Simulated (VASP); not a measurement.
# KI: molecular dynamics with the cell free or held by constraints

KI, Fm-3m (no. 225), 8 atoms in the cell. PBE, constrained or biased molecular dynamics; PAW potentials I, K_pv (PBE set).

| Held coordinates | Spread of the volume (Å³) | Time (s) |
|---|---|---|
| none | 1.89 | 230 |
| volume held, shape free | 0.00 | 216 |
| angles held, lengths free | 1.29 | 183 |
| lengths in step, angles held | 1.09 | 185 |

Limits: each run has its own random start, so only a spread that vanishes tells of a constraint; the run is only 0.12 ps long, so its averages are rough.

## Input of the first row

INCAR:
```
SYSTEM = KI
PREC     = Normal         ! precision mode
EDIFF    = 1E-5           ! SCF threshold, eV
LREAL    = .False.        ! projectors in reciprocal space
ALGO     = Normal         ! electronic algorithm
NELMIN   = 4            
ISYM     = 0            
LWAVE    = .False.        ! write WAVECAR
LCHARG   = .False.        ! write CHGCAR
IBRION   = 0              ! ionic algorithm
ISIF     = 3              ! what is computed and relaxed
TEBEG    = 300          
POTIM    = 2.0            ! step
RANDOM_SEED= 133975 0 0   
ENCUT    = 240            ! plane-wave cutoff, eV
ISMEAR   = 0              ! smearing method
SIGMA    = 0.05           ! smearing width, eV
MDALGO   = 3            
LANGEVIN_GAMMA= 10 10        
LANGEVIN_GAMMA_L= 10           
PMASS    = 1000         
NSW      = 60             ! ionic steps
```

KPOINTS:
```
k-points
0
Gamma
  2 2 2
```

POSCAR:
```
KI
1.0
    7.0655500000      0.0000000000      0.0000000000
    0.0000000000      7.0655500000      0.0000000000
    0.0000000000      0.0000000000      7.0655500000
I K
4 4
Direct
    0.5000000000      0.0000000000      0.0000000000
    0.5000000000      0.5000000000      0.5000000000
    0.0000000000      0.0000000000      0.5000000000
    0.0000000000      0.5000000000      0.0000000000
    0.0000000000      0.0000000000      0.0000000000
    0.0000000000      0.5000000000      0.5000000000
    0.5000000000      0.0000000000      0.5000000000
    0.5000000000      0.5000000000      0.0000000000
```

Commands:
```
cat potpaw_PBE.64/I/POTCAR potpaw_PBE.64/K_pv/POTCAR > POTCAR
mpirun -np 4 vasp_std > vasp.out
```

ICONST of row 4:
```
LA 1 2 0
LA 1 3 0
LA 2 3 0
LR 1 0
LR 2 0
LR 3 0
S 1.0 0.0 0.0 0.0 0.0 0.0 0
S 0.0 1.0 0.0 0.0 0.0 0.0 0
S 0.0 0.0 1.0 0.0 0.0 0.0 0
S 0 0 0 1 -1 0 0
S 0 0 0 1 0 -1 0
```

VASP 6.6.1 took 230 s on 4 cores (Intel Xeon Platinum 8488C (Sapphire Rapids)), a shared host.
